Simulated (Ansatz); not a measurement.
TiTe2:

```
Te Ti
1.0
     3.77700    0.00000    0.00000
    -1.88850    3.27098    0.00000
     0.00000    0.00000    6.49800
Te Ti
2 1
Direct
  0.33333 0.66667 0.73720
  0.66667 0.33333 0.26280
  0.00000 0.00000 0.00000
```

- Program: Ansatz 0.2.0
- Task: relaxation of cell and atoms
- Functional: revPBE
- Dispersion: D4
- Potentials or basis: Ansatz PAW
- Cutoff: 420 eV (not typed: the program's choice for these potentials)
- k mesh: 8 × 8 × 4
- Occupations: fermi-dirac, width 0.05 eV
- Spin: no spin polarisation

At the start: volume 26.76 Å³/atom.

Problem. How do energy, volume and symmetry change on relaxing?

Solution. It ends after 5 steps and the volume is 25.49 Å³/atom (-4.7 %); space group P-3m1 (No. 164, to 0.05 Å).

The path:
| step | energy change (eV) | largest force (eV/Å) | volume (Å³) |
| --- | --- | --- | --- |
| 1 | 0.0000 | 0.0458 | 80.28 |
| 2 | -0.0171 | 0.1962 | 76.67 |
| 3 | -0.0215 | 0.0264 | 76.54 |
| 4 | -0.0216 | 0.0012 | 76.48 |
| 5 | -0.0210 | 0.0011 | 76.48 |

Final structure:
```cif
data_structure
_symmetry_space_group_name_H-M 'P 1'
_symmetry_Int_Tables_number 1
_cell_length_a 3.7217
_cell_length_b 3.7217
_cell_length_c 6.3762
_cell_angle_alpha 90.000
_cell_angle_beta 90.000
_cell_angle_gamma 120.000
_cell_volume 76.48
loop_
_atom_site_label
_atom_site_type_symbol
_atom_site_fract_x
_atom_site_fract_y
_atom_site_fract_z
_atom_site_occupancy
Te1 Te 0.33333 0.66667 0.72979 1
Te2 Te 0.66667 0.33333 0.27021 1
Ti1 Ti 0.00000 0.00000 0.00000 1
```

Caveat: the plane-wave basis is chosen anew once the cell has moved, so the energies of steps on either side of that aren't comparable; the PAW data sets come from PBE, with cores solved anew for the run's functional, which leaves a small shift of forces and pressure.
